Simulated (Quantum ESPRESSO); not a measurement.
Runs of Quantum ESPRESSO 7.5 on SrO. The cell holds a sheet with vacuum, 4 atoms: a = 4.893 Å, b = 4.893 Å, c = 30.417 Å, α = 90.00°, β = 90.00°, γ = 90.00°. The cell was built by a generator and needn't be a form met in nature.

```csv
level,form of the LDA correlation,gap on the mesh (eV),largest force (eV/Å)
PBEsol,-,2.10,0.08
PW91,-,(b),0.06
LDA,PZ81,2.02,(a)
RPBE,-,1.88,0.03
PBE,-,1.98,0.03
```

Alike in all rows: task work function; potentials or basis SG15 PBE 1.2; no spin polarisation; cell as given; k mesh 5 × 5 × 1; cutoff (eV) 1197; smearing fermi-dirac 0.05 eV.

Problem. Estimate the missing entries.

Solution. (a) 0.11; (b) 1.94.

Caveats: ionisation potential and electron affinity come from Kohn-Sham levels, which understate the gap; the potentials were made for another functional, which shifts forces and pressure (some runs).

A k mesh can miss the band edges, and the runs leave out spin-orbit coupling on Sr.
